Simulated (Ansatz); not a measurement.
Free-standing chains of the atoms of TiC, named by their start (strip: triangular double chain, ladder: square double chain); atoms and period are relaxed, and energies count from relaxed bulk TiC (Fm-3m, 10.17 Å³/atom, gap on the mesh 0.00 eV).

Level of theory: Ansatz, DFT PBE, scalar-relativistic, plane waves, PAW.

Cutoff 420 eV; k points 1×1×17 on the computed 2-atom cell (Γ-centred); Gaussian smearing, width 0.05 eV; collinear spin from starting moments 1.5 0.5 μB.

Start (linear chain):

```yaml
crystal:
  lattice:
    - [9.00000, 0.00000, 0.00000]
    - [0.00000, 9.30000, 0.00000]
    - [0.00000, 0.00000, 3.89954]
  atoms:
    - { symbol: Ti, position: [0.50000, 0.50000, 0.00000] }
    - { symbol: C, position: [0.50000, 0.50000, 0.50000] }
```

Q: Give the relaxed structure and its energy.

A: The free energy falls by 72 meV/atom.

```
excess energy (eV per host atom)                      : 3.495
period (Å)                                            : 3.706
gap on the mesh (eV)                                  : 0
highest filled level or Fermi level under vacuum (eV) : 3.82
size of the moment (μB per cell)                      : 0.59
```

Relaxed structure:
```yaml
crystal:
  lattice:
    - [9.00000, 0.00000, 0.00000]
    - [0.00000, 9.30000, 0.00000]
    - [0.00000, 0.00000, 3.70630]
  atoms:
    - { symbol: Ti, position: [0.50000, 0.50000, 0.00000] }
    - { symbol: C, position: [0.50000, 0.50000, 0.50000] }
```

Each run keeps its start's symmetry and one magnetic start, so lower states can exist.

The run took 68 s on 2 threads of Intel(R) Xeon(R) Processor @ 2.50GHz (Skylake/Cascade Lake), with other jobs on the host, peak memory 0.58 GiB.